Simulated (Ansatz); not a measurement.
# How far is PAW off for Sb?

```
CELL_PARAMETERS angstrom
3.08334 0.00000 0.00000
0.00000 3.08334 0.00000
0.00000 0.00000 3.08334
ATOMIC_POSITIONS crystal
Sb 0.00000 0.00000 0.00000
```

The cell is the one relaxed in the Materials Project (mp-133), not relaxed further here; entries there can be hypothetical.

Spin–orbit coupling is left out, though it moves levels of the heavy atoms by tenths of an eV or more.

Methods: DFT, PBEsol, PAW with Ansatz's default frozen-core files, scalar-relativistic (Ansatz 0.2.0); DFT, PBEsol, all-electron PAW with datasets made for the crystal, scalar-relativistic (Ansatz 0.2.0); DFT, PBEsol, all-electron LAPW, scalar-relativistic (Ansatz 0.2.0).

For PAW: a Γ-centred 12×12×12 k mesh, Fermi–Dirac smearing of 0.05 eV, cutoff 420 eV, no spin polarisation; the PAW files were made with PBE, and the program remakes their frozen cores for this functional. The crystal-made all-electron datasets (AE datasets) take a cutoff of 160 eV at this cell. LAPW targets a basis error of 0.5 meV/atom. The Ansatz runs share mesh, smearing and spin set-up. Plane-wave (PAW) pressures include the program's estimate of the Pulay term.

Stress and pressure are positive in compression.

Levels count from the Fermi level.

```tsv
quantity	PAW	AE datasets	LAPW
pressure (GPa)	-1.22	-1.21	-1.21
highest filled level at Γ (eV)	-12.625	-12.624	-12.624
lowest empty level at Γ (eV)	3.216	3.214	3.214
highest filled level at M (eV)	-3.695	-3.697	-3.697
lowest empty level at M (eV)	1.984	1.983	1.983
highest filled level at X (eV)	-5.794	-5.796	-5.796
lowest empty level at X (eV)	5.279	5.276	5.276
```

PAW's pressure differs from the LAPW value by about 0.01 GPa or less. Datasets made for the crystal and LAPW share parts of one code, so their agreement isn't an independent check.
